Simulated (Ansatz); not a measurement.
All numbers below come from DFT PBE, scalar-relativistic, plane waves, PAW (Ansatz 0.2.0). All cells share a 420 eV cutoff and Γ-centred k meshes spaced at most about 0.3 Å⁻¹ (about 0.25 or finer for metals, 2π included). No spin polarisation in the final relaxations.

All energies are static (0 K, no zero-point motion).

Two forms of Si5Ge were relaxed alike.

A.

```
Si Ge
1.0
     4.81430    0.00000    0.00000
    -2.40715    4.16930    0.00000
     0.00000    0.00000    4.59396
Si Ge
5 1
Direct
  0.66667 0.33333 0.00000
  0.33333 0.66667 0.00000
  0.35535 0.00000 0.50000
  0.00000 0.35535 0.50000
  0.64465 0.64465 0.50000
  0.00000 0.00000 0.00000
```

B.

```
Si Ge
1.0
     4.90972    0.00000    0.00000
    -2.45486    4.25195    0.00000
     0.00000    0.00000    4.43583
Si Ge
5 1
Direct
  0.36405 0.36405 0.00000
  0.00000 0.63595 0.00000
  0.63595 0.00000 0.00000
  0.66667 0.33333 0.50000
  0.33333 0.66667 0.50000
  0.00000 0.00000 0.50000
```

Question: Which is lower in energy, and by how much?

Answer: They are level within the accuracy (4 meV/atom apart, with B the lower in these runs). A has Si and Ge ordered on hcp sites, space group P-62m (No. 189), 15.4 Å³/atom and no gap on its mesh; B has Si and Ge ordered on hcp sites, space group P-62m (No. 189), 15.4 Å³/atom and no gap. Even the lower one lies +0.52 eV/atom against the reference forms of the elements (uncorrected), so neither is stable at this level. In A, around Si on a site of symmetry -6 lie 9 Si at 2.77–2.78 Å and 3 Ge at 2.78 Å; Si on a site of symmetry m2m has 8 Si at 2.69–2.77 Å, 2 Ge at 2.86 Å and 2 Si at 2.96 Å; Ge has 12 Si at 2.78–2.86 Å. In B, Si on a site of symmetry m2m is surrounded by 8 Si at 2.71–2.72 Å, 2 Ge at 2.85 Å and 2 Si at 3.10 Å; around Si on a site of symmetry -6 lie 9 Si at 2.72–2.83 Å and 3 Ge at 2.83 Å; Ge has 12 Si at 2.83–2.85 Å. Both come from invented guesses. A third cell relaxed alike, in P4/mmm, lies 43 meV/atom below the lower of the two.

The k mesh leaves some 4 meV/atom of noise in the energy of each metallic cell. Cells relaxed within their symmetry can be saddle points.

A and B are really the same ordered arrangement: shifting B by half the c axis and inverting it puts every atom on the equivalent site in A. What differs is the shape of the cell. B is shorter along c and wider in the plane, which opens the Si triangles from 2.96 to 3.10 Å at unchanged volume. The near-degeneracy therefore says little about competing chemical orders and suggests a soft axial distortion, with the two cells either shallow separate minima or incompletely relaxed points in one basin.

The large energy above the elements comes mainly from the close packing. Si and Ge each have four valence electrons, suited to four directional sp³ bonds; spread over many long contacts, these electrons give weaker, delocalised bonding and close the gap. Since the two elements are chemically similar and mix readily in the diamond structure, the +0.52 eV/atom is no sign of an aversion between Si and Ge. A diamond-type Si5Ge cell would be the relevant test of mixing.
